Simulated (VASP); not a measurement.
A run of VASP 6.6.1:

Contents of POSCAR:

```
GaSe                                    
1.0
    3.7709714895     -0.0000000000      0.0000000000
   -1.8854857447      3.2657571068     -0.0000000000
    0.0000000000      0.0000000000     15.9666906441
  Ga              Se            
     4     4
Direct
     0.3333333332999970    0.6666666667000030    0.1734622962948735
     0.6666666667000030    0.3333333332999970    0.6734622962948734
     0.3333333332999970    0.6666666667000030    0.3265377037051265
     0.6666666667000030    0.3333333332999970    0.8265377037051266
     0.3333333332999970    0.6666666667000030    0.5995067271578944
     0.6666666667000030    0.3333333332999970    0.0995067271578945
     0.3333333332999970    0.6666666667000030    0.9004932728421056
     0.6666666667000030    0.3333333332999970    0.4004932728421055
```

INCAR.step1

```
PREC = Accurate
ENCUT = 520
EDIFF = 1E-5
ISMEAR = 0
SIGMA = 0.03
LREAL = F
LASPH = T
NELM = 80
ALGO = Normal
ISIF = 2
LWAVE = T
LCHARG = F
LNONCOLLINEAR = T
MAGMOM = 0 0 0 0 0 0 0 0 0 0 0 0 0 0 0 0 0 0 0 0 0 0 0 0
LORBIT = 11
LSORBIT = T
GGA_COMPAT = F
KPAR = 4
GGA = PE
```

The input INCAR.step2:

```
PREC = Accurate
ENCUT = 520
EDIFF = 1E-7
ISMEAR = 0
SIGMA = 0.03
LREAL = F
LASPH = T
NELM = 80
ALGO = Normal
ISIF = 2
LWAVE = F
LCHARG = F
LNONCOLLINEAR = T
MAGMOM = 0 0 0 0 0 0 0 0 0 0 0 0 0 0 0 0 0 0 0 0 0 0 0 0
LORBIT = 11
LSORBIT = T
GGA_COMPAT = F
METAGGA = MBJ
KPAR = 4
ISTART = 1
```

Contents of KPOINTS:

```
regular mesh
0
Gamma
  12 12 2
```

Contents of KPOINTS_OPT:

```
explicit points
168
Reciprocal
 0.0000000000  0.0000000000  0.0000000000 1
 0.0555555556  0.0000000000  0.0000000000 1
 0.1111111111  0.0000000000  0.0000000000 1
 0.1666666667  0.0000000000  0.0000000000 1
 0.2222222222  0.0000000000  0.0000000000 1
 0.2777777778  0.0000000000  0.0000000000 1
[... 160 lines left out ...]
 0.5000000000  0.0000000000  0.0886755600 1
 0.5000000000  0.0000000000 -0.0886755600 1
```

Potentials or basis: VASP PAW PBE potentials, release 64 (Ga_d, Se).

Run with:

```sh
$ cat potpaw_PBE.64/Ga_d/POTCAR potpaw_PBE.64/Se/POTCAR > POTCAR
$ cp INCAR.step1 INCAR
$ mpirun -np 4 vasp_ncl > vasp.out
$ cp INCAR.step2 INCAR
$ mpirun -np 4 vasp_ncl > vasp.out
```

Hardware: 4 MPI ranks on Intel(R) Xeon(R) 6975P-C (Granite Rapids), on a shared host.

Q: How long does it take, and how much memory?

A: Run time: 38 min on 4 MPI ranks on Intel(R) Xeon(R) 6975P-C (Granite Rapids), on a shared host, peak memory 1.8 GiB a rank. Counts: scf iterations 88, k points 38.
